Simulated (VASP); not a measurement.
# WC (F-43m) in VASP: further runs

The runs below take WC through relaxation of cell and atoms, relaxation of the atoms, with PBE, RPBE.

Program: VASP 6.6.1. These are calculated values, not measurements. Logs are shortened: lines on timing, memory, paths and dates and some standing lists are left out, and cuts for length are marked.

## (1) The crystal as given

It takes space group F-43m (No. 216, cubic). Conventional cell: a = 4.604 Å, b = 4.604 Å, c = 4.604 Å, α = 90.00°, β = 90.00°, γ = 90.00°. Around W (site symmetry -43m) lie 4 C at 1.99 Å. C (site symmetry -43m) is surrounded by 4 W at 1.99 Å.

The cell was built by a generator and needn't be a form met in nature.

## (2) Relaxation of cell and atoms, PBE

File INCAR:

```
PREC     = Accurate       # precision mode
ENCUT    = 600            # plane-wave cutoff, eV
EDIFF    = 1E-6           # SCF threshold, eV
ISMEAR   = 0              # smearing method
SIGMA    = 0.05           # smearing width, eV
LREAL    = F              # projectors in reciprocal space
LASPH    = T              # aspherical terms in the spheres
NELM     = 100            # most SCF steps
ALGO     = Normal         # electronic algorithm
ISIF     = 3              # what is computed and relaxed
LWAVE    = F              # write WAVECAR
LCHARG   = F              # write CHGCAR
GGA      = PE             # functional
IBRION   = 2              # ionic algorithm
NSW      = 60             # ionic steps
EDIFFG   = -0.02          # ionic threshold
```

File KPOINTS:

```
regular mesh
0
Gamma
  10 10 10
```

File POSCAR:

```
WC
1.0
    0.0000000000      2.3021091000      2.3021091000
    2.3021091000      0.0000000000      2.3021091000
    2.3021091000      2.3021091000      0.0000000000
W C
1 1
Direct
    0.0000000000      0.0000000000      0.0000000000
    0.7500000000      0.7500000000      0.7500000000
```

Potentials or basis: VASP PAW PBE potentials, release 64 (W_sv, C).

The run is started by

```console
$ cat potpaw_PBE.64/W_sv/POTCAR potpaw_PBE.64/C/POTCAR > POTCAR
$ mpirun -np 1 vasp_std > vasp.out
```

OUTCAR:

```text
PREC = Accurate
   ENCUT = 600
   EDIFF = 1E-6
   ISMEAR = 0
   LREAL = F
   LASPH = T
   NELM = 100
   ISIF = 3
   GGA = PE
   IBRION = 2
   NSW = 60
   EDIFFG = -0.02

 ion  position               nearest neighbor table
   1  0.000  0.000  0.000-   2 1.99   2 1.99   2 1.99   2 1.99
   2  0.750  0.750  0.750-   1 1.99   1 1.99   1 1.99   1 1.99

  LATTYP: Found a face centered cubic cell.
 ALAT       =     4.6042182000

  Lattice vectors:

 A1 = (   0.0000000000,   2.3021091000,   2.3021091000)
 A2 = (   2.3021091000,   0.0000000000,   2.3021091000)
 A3 = (   2.3021091000,   2.3021091000,   0.0000000000)

Analysis of symmetry for initial positions (statically):
=====================================================================
 Subroutine PRICEL returns:
 Original cell was already a primitive cell.

 Routine SETGRP: Setting up the symmetry group for a
 face centered cubic supercell.

 Subroutine GETGRP returns: Found 24 space group operations
 (whereof 24 operations were pure point group operations)
 out of a pool of 48 trial point group operations.

The static configuration has the point symmetry T_d .

Analysis of symmetry for dynamics (positions and initial velocities):
=====================================================================
 Subroutine PRICEL returns:
 Original cell was already a primitive cell.

 Routine SETGRP: Setting up the symmetry group for a
 face centered cubic supercell.

 Subroutine GETGRP returns: Found 24 space group operations
 (whereof 24 operations were pure point group operations)
 out of a pool of 48 trial point group operations.

The dynamic configuration has the point symmetry T_d .

 Subroutine INISYM returns: Found 24 space group operations
 (whereof 24 operations are pure point group operations),
 and found     1 'primitive' translations

----------------------------------------------------------------------------------------

                                     Primitive cell

  volume of cell :      24.4010

  direct lattice vectors                    reciprocal lattice vectors
     0.000000000  2.302109100  2.302109100    -0.217192139  0.217192139  0.217192139
     2.302109100  0.000000000  2.302109100     0.217192139 -0.217192139  0.217192139
     2.302109100  2.302109100  0.000000000     0.217192139  0.217192139 -0.217192139

  length of vectors
     3.255673911  3.255673911  3.255673911     0.376187820  0.376187820  0.376187820

  position of ions in fractional coordinates (direct lattice)
     0.000000000  0.000000000  0.000000000
     0.750000000  0.750000000  0.750000000

  ion indices of the primitive-cell ions
   primitive index   ion index
                 1           1
                 2           2

----------------------------------------------------------------------------------------

 KPOINTS: regular mesh

Automatic generation of k-mesh.
 Grid dimensions read from file:
 generate k-points for:   10   10   10

 Generating k-lattice:

  Cartesian coordinates                     Fractional coordinates (reciprocal lattice)
    -0.021719214  0.021719214  0.021719214     0.100000000  0.000000000  0.000000000
     0.021719214 -0.021719214  0.021719214     0.000000000  0.100000000  0.000000000
     0.021719214  0.021719214 -0.021719214     0.000000000  0.000000000  0.100000000

  Length of vectors
     0.037618782  0.037618782  0.037618782

  Shift w.r.t. Gamma in fractional coordinates (k-lattice)
     0.000000000  0.000000000  0.000000000

 Subroutine IBZKPT returns following result:
 ===========================================

 Found     47 irreducible k-points:

 Following reciprocal coordinates:
            Coordinates               Weight
  0.000000  0.000000  0.000000      1.000000
  0.100000  0.000000  0.000000      8.000000
  0.200000  0.000000  0.000000      8.000000
  0.300000  0.000000  0.000000      8.000000
  0.400000  0.000000  0.000000      8.000000
  0.500000  0.000000  0.000000      4.000000
[... 16 lines left out ...]
  0.300000  0.300000  0.000000      6.000000
  0.400000  0.300000  0.000000     24.000000
 [... further k-points ...]
   k-points           NKPTS =     47   k-points in BZ     NKDIM =     47   number of bands    NBANDS=     13
   number of dos      NEDOS =    301   number of ions     NIONS =      2
   total plane-waves  NPLWV =  21952
   dimension x,y,z NGX =    28 NGY =   28 NGZ =   28
   dimension x,y,z NGXF=    56 NGYF=   56 NGZF=   56
   ions per type =               1   1
   NGX,Y,Z   is equivalent  to a cutoff of  14.30, 14.30, 14.30 a.u.
   NGXF,Y,Z  is equivalent  to a cutoff of  28.60, 28.60, 28.60 a.u.
 SYSTEM =  unknown system
   PREC   = accura    normal or accurate (medium, high low for compatibility)
   ISTART =      0    job   : 0-new  1-cont  2-samecut
   ICHARG =      2    charge: 1-file 2-atom 10-const
   ISPIN  =      1    spin polarized calculation?
   LNONCOLLINEAR =      F non collinear calculations
   LSORBIT =      F    spin-orbit coupling
   LASPH  =      T    aspherical Exc in radial PAW
   ENCUT  =  600.0 eV  44.10 Ry    6.64 a.u.   6.50  6.50  6.50*2*pi/ulx,y,z
   NELM   =    100;   NELMIN=  2; NELMDL= -5     # of ELM steps
   EDIFF  = 0.1E-05   stopping-criterion for ELM
   LREAL  =      F    real-space projection
   EDIFFG = -.2E-01   stopping-criterion for IOM
   NSW    =     60    number of steps for IOM
   IBRION =      2    ionic relax: 0-MD 1-quasi-New 2-CG
   NFREE  =      1    steps in history (QN), initial steepest desc. (CG)
   ISIF   =      3    stress and relaxation
   ISYM   =      2    0-nonsym 1-usesym 2-fastsym
   POTIM  = 0.5000    time-step for ionic-motion
   TEBEG  =    0.0;   TEEND  =   0.0 temperature during run
   PSTRESS=    0.0 pullay stress
   NELECT =      18.0000    total number of electrons
   NUPDOWN=      -1.0000    fix difference up-down
   EMIN   =  10.00;   EMAX   =-10.00  energy-range for DOS
   EFERMI =   0.00;   METHOD = LEGACY
   ISMEAR =     0;   SIGMA  =   0.05  broadening in eV -4-tet -1-fermi 0-gaus
   EFERMI_NEDOS =   21; number of points for ismear=-14 and -15
   IALGO  =     38    algorithm
   IMIX   =      4    mixing-type and parameters
     AMIX     =   0.40;   BMIX     =  1.00
     AMIX_MAG =   1.60;   BMIX_MAG =  1.00
  volume/ion in A,a.u.               =      12.20        82.33
  Fermi-wavevector in a.u.,A,eV,Ry     =   1.479210  2.795301 29.770385  2.188062
  Thomas-Fermi vector in A             =   2.593396
   LORBIT       =      0    0 simple, 1 ext, 2 COOP (PROOUT), +10 PAW based schemes
   GGA     = PE    functional components
   LHFCALC =     F    Hartree Fock is set to
   AEXX    =    0.0000 exact exchange contribution
   IVDW    =     0    specifies the selected vdW correction
   LEPSILON=     F    determine dielectric tensor
   LRPA    =     F    only Hartree local field effects (RPA)
 conjugate gradient relaxation of ions
 non-spin polarized calculation
 Gauss-broadening in eV      SIGMA  =   0.05
  energy-cutoff  :      600.00
  volume of cell :       24.40
 maximum number of plane-waves:       869
 NGX is ok and might be reduce to    28
   NGX = 13   NGY = 13   NGZ = 13

--------------------------------------- Ionic step        1  -------------------------------------------

 number of electron      17.9999998 magnetization

 Free energy of the ion-electron system (eV)
  ---------------------------------------------------
  ext. energy  EPLUGINS =         0.00000000
  ---------------------------------------------------
  free energy    TOTEN  =       -21.01493180 eV

  energy without entropy =      -21.01379679  energy(sigma->0) =      -21.01436430

------------------------ aborting loop because EDIFF is reached ----------------------------------------

  FORCE on cell =-STRESS in cart. coord.  units (eV):
  Direction    XX          YY          ZZ          XY          YZ          ZX
  --------------------------------------------------------------------------------------
  -------------------------------------------------------------------------------------
  Total        2.8701256      2.8701256      2.8701256      0.0000000     -0.0000000      0.0000000
  in kB      188.4533186    188.4533186    188.4533186      0.0000000     -0.0000000      0.0000000
  external PRESSURE =     188.4533186 kB  Pullay stress =       0.0000000 kB
[... 93 lines left out ...]
  energy  without entropy=      -21.1017107218  energy(sigma->0) =      -21.10232060

--------------------------------------- Ionic step        4  -------------------------------------------

 number of electron      18.0000001 magnetization

 Free energy of the ion-electron system (eV)
  ---------------------------------------------------
  ext. energy  EPLUGINS =         0.00000000
  ---------------------------------------------------
  free energy    TOTEN  =       -21.10312109 eV

  energy without entropy =      -21.10190654  energy(sigma->0) =      -21.10251381

 E-fermi :   8.8868     XC(G=0): -12.3078

 val. band max:        8.8293250715   @ k =  -0.1000   0.1000   0.0000
 cond. band min:       8.9132182757   @ k =  -0.3000   0.3000   0.1000
 fundamental gap:      0.0838932042
 Fermi energy:         8.8867988522

 k-point     1 :       0.0000    0.0000    0.0000
  band No.  band energies     occupation
      1     -65.9224      2.00000
      2     -30.0523      2.00000
      3     -30.0523      2.00000
      4     -30.0523      2.00000
      5      -4.8704      2.00000
      6       3.2285      2.00000
      7       3.2285      2.00000
      8       3.2285      2.00000
      9       8.8033      1.98180
     10       8.8033      1.98180
     11      11.5040      0.00000
     12      16.3744      0.00000
     13      16.3744      0.00000
[... 353 lines left out ...]
 k-point    24 :       0.4000    0.3000    0.0000
  band No.  band energies     occupation
      1     -65.9075      2.00000
      2     -30.2861      2.00000
      3     -30.1495      2.00000
      4     -30.1405      2.00000
      5      -2.7221      2.00000
      6       1.8183      2.00000
      7       4.9389      2.00000
      8       5.1224      2.00000
      9       6.9018      2.00000
     10       9.9828      0.00000
     11      11.5779      0.00000
     12      13.1691      0.00000
     13      14.1073      0.00000

 [... further k-points ...]

------------------------ aborting loop because EDIFF is reached ----------------------------------------

  FORCE on cell =-STRESS in cart. coord.  units (eV):
  Direction    XX          YY          ZZ          XY          YZ          ZX
  --------------------------------------------------------------------------------------
  -------------------------------------------------------------------------------------
  Total       -0.0102671     -0.0102671     -0.0102671      0.0000000      0.0000000      0.0000000
  in kB       -0.6328923     -0.6328923     -0.6328923      0.0000000      0.0000000      0.0000000
  external PRESSURE =      -0.6328923 kB  Pullay stress =       0.0000000 kB
[... 17 lines left out ...]
  FREE ENERGIE OF THE ION-ELECTRON SYSTEM (eV)
  ---------------------------------------------------
  free  energy   TOTEN  =       -21.1031210859 eV

  energy  without entropy=      -21.1019065422  energy(sigma->0) =      -21.10251381

 reached required accuracy - stopping structural energy minimisation
```

It took 38 s on 1 thread of AMD EPYC 9R45 (Zen 5), shared host; peak memory 0.14 GiB.

Results:

```
Free energy                            : -21.1031 eV
Relaxed volume                         : 13.00 Å³/atom
Relaxed cell                           : a = 3.325 Å, b = 3.325 Å, c = 3.325 Å, α = 60.00°, β = 60.00°, γ = 60.00°
Space group after relaxing (to 0.05 Å) : F-43m (No. 216)
Energy gained by relaxing              : 44.1 meV/atom
Ionic steps                            : 4
Pressure after relaxing                : -0.1 GPa
Band gap on the k mesh                 : none (metal or under the smearing width)
```

The path:
| step | energy change (eV) | largest force (eV/Å) | pressure (GPa) | volume (Å³) |
| --- | --- | --- | --- | --- |
| 1 | 0.0000 | 0.0000 | 18.85 | 24.40 |
| 2 | 0.2789 | 0.0000 | -27.14 | 29.83 |
| 3 | -0.0880 | 0.0000 | -0.78 | 26.06 |
| 4 | -0.0882 | 0.0000 | -0.06 | 25.99 |

Final structure:
```
W C
1.0
     0.00000    2.35108    2.35108
     2.35108    0.00000    2.35108
     2.35108    2.35108    0.00000
W C
1 1
Direct
  0.00000 0.00000 0.00000
  0.75000 0.75000 0.75000
```

## (3) Relaxation of the atoms, RPBE

File INCAR:

```
PREC     = Accurate       # precision mode
ENCUT    = 520            # plane-wave cutoff, eV
EDIFF    = 1E-6           # SCF threshold, eV
ISMEAR   = 0              # smearing method
SIGMA    = 0.05           # smearing width, eV
LREAL    = F              # projectors in reciprocal space
LASPH    = T              # aspherical terms in the spheres
NELM     = 100            # most SCF steps
ALGO     = Normal         # electronic algorithm
ISIF     = 2              # what is computed and relaxed
LWAVE    = F              # write WAVECAR
LCHARG   = F              # write CHGCAR
GGA      = RP             # functional
IBRION   = 2              # ionic algorithm
NSW      = 60             # ionic steps
EDIFFG   = -0.01          # ionic threshold
```

KPOINTS is that of step 2.

POSCAR is that of step 2.

Potentials or basis: VASP PAW PBE potentials, release 64 (W_sv, C).

The run is started by

```console
$ cat potpaw_PBE.64/W_sv/POTCAR potpaw_PBE.64/C/POTCAR > POTCAR
$ mpirun -np 1 vasp_std > vasp.out
```

It took 11 s on 1 thread of AMD EPYC 9R45 (Zen 5), shared host; peak memory 0.12 GiB.

It converged, with:

| Quantity | Value |
| --- | --- |
| Free energy | -19.9965 eV |
| Pressure after relaxing | 22.5 GPa |
| Band gap on the k mesh | none (metal or under the smearing width) |

Final structure:
```cif
data_structure
_symmetry_space_group_name_H-M 'P 1'
_symmetry_Int_Tables_number 1
_cell_length_a 3.2557
_cell_length_b 3.2557
_cell_length_c 3.2557
_cell_angle_alpha 60.000
_cell_angle_beta 60.000
_cell_angle_gamma 60.000
_cell_volume 24.40
loop_
_atom_site_label
_atom_site_type_symbol
_atom_site_fract_x
_atom_site_fract_y
_atom_site_fract_z
_atom_site_occupancy
W1 W 0.00000 0.00000 0.00000 1
C1 C 0.75000 0.75000 0.75000 1
```

Levels at points of the mesh, in eV from the Fermi level:
```csv
k point,band 5,band 6,band 7,band 8,band 9,band 10,band 11,band 12,band 13
"(0.00, 0.00, 0.00)",-14.27,-6.08,-6.08,-6.08,-0.10,-0.10,2.74,7.84,7.84
"(0.50, 0.00, 0.00)",-12.25,-5.86,-5.33,-5.33,0.84,0.84,1.24,5.25,5.25
"(0.50, 0.50, 0.00)",-11.48,-7.85,-2.86,-2.86,-2.33,1.63,1.98,2.89,2.89
```

Caveat: the relaxation stopped at its first step, so nothing moved; the PAW data sets were made with another functional, which shifts forces and pressure a little. The run has no spin-orbit coupling, so splittings on W are missing.

## (4) For comparison

An earlier run on the cell as given: functional PBE; potentials or basis VASP PAW PBE potentials, release 64 (W_sv, C); cutoff 520 eV; k mesh 10 × 10 × 10; occupations fermi-dirac, width 0.05 eV; no spin polarisation.

- Pressure: 18.9 GPa
- Band gap on the k mesh: none (metal or under the smearing width)

## (5) Summary

| task | level | cell | cutoff (eV) | smearing | gap on the mesh (eV) | pressure (GPa) |
| --- | --- | --- | --- | --- | --- | --- |
| relaxation of cell and atoms | PBE | relaxed | 600 | gaussian 0.05 eV | none | -0.1 |
| relaxation of the atoms | RPBE | atoms relaxed | 520 | gaussian 0.05 eV | none | 22.5 |
| single point | PBE | as given | 520 | fermi-dirac 0.05 eV | none | 18.9 |

Alike in all rows: potentials or basis VASP PAW PBE potentials, release 64 (W_sv, C); no spin polarisation; k mesh 10 × 10 × 10.

Caveats: the relaxation stopped at its first step, so nothing moved (some runs); the PAW data sets were made with another functional, which shifts forces and pressure a little (some runs); so large a pressure means that the cell lies far from this level's equilibrium, or that cutoff or potentials fall short (some runs).

Absolute energies hang on the potentials; compare differences alone.
